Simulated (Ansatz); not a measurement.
# MgF2: the cost of one run

Computed with Ansatz 0.2.0 (DFT PBEsol, scalar-relativistic, plane waves, PAW, unless a step's input says otherwise).

1 further run of the same task is left out (set aside as unsound or not needed).

### Step 1. The starting structure

It takes space group P4_2/mnm (No. 136, tetragonal). The conventional cell has a = 4.639 Å, b = 4.639 Å, c = 3.062 Å, α = 90.00°, β = 90.00°, γ = 90.00°. Mg (site symmetry mmm) is surrounded by 6 F at 1.99 to 2.00 Å. F (site symmetry m2m) has 3 Mg at 1.99 to 2.00 Å as nearest neighbours.

As a file:

```
Mg F
1.0
     4.63909    0.00000    0.00000
     0.00000    4.63909    0.00000
     0.00000    0.00000    3.06220
Mg F
2 4
Direct
  0.00000 0.00000 0.00000
  0.50000 0.50000 0.50000
  0.30339 0.30339 0.00000
  0.19661 0.80339 0.50000
  0.69661 0.69661 0.00000
  0.80339 0.19661 0.50000
```

This cell comes from an earlier session at PBEsol: 10.984 Å³/atom at 0.00 GPa, on a 6×6×10 mesh.

### Step 2. Zone-centre modes and dielectric tensors

File input.yaml:

```yaml
crystal:
  lattice:
    - [4.6390851824, 0.0, 0.0]
    - [0.0, 4.6390851824, 0.0]
    - [0.0, 0.0, 3.062203359]
  atoms:
    - { symbol: Mg, position: [0.0, 0.0, 0.0] }
    - { symbol: Mg, position: [0.5, 0.5, 0.5] }
    - { symbol: F, position: [0.3033927073, 0.3033927073, 0.0] }
    - { symbol: F, position: [0.1966072927, 0.8033927073, 0.5] }
    - { symbol: F, position: [0.6966072927, 0.6966072927, 0.0] }
    - { symbol: F, position: [0.8033927073, 0.1966072927, 0.5] }
basis:
  ecutwfc: 420
  ecutrho_ratio: 4
kpoints:
  mp_grid: { grid: [6, 6, 10] }
hamiltonian:
  xc: pbesol
scf:
  occupations: { method: fixed }
output: {}
phonons:
  method: dfpt
  dielectric: true
  rigid_motions: translations
```

Run with:

```
ansatz run input.yaml --threads 4 --pin off --max-ram 7168MiB --backend cpu --events-out ev --progress --plain --runs-dir out
```

**Question.** How long does this run take on 4 threads of Intel Xeon at 2.50GHz (Skylake/Cascade Lake), shared host, and how much memory does it need?

About 3.2 min, with a peak of 1.5 GiB.
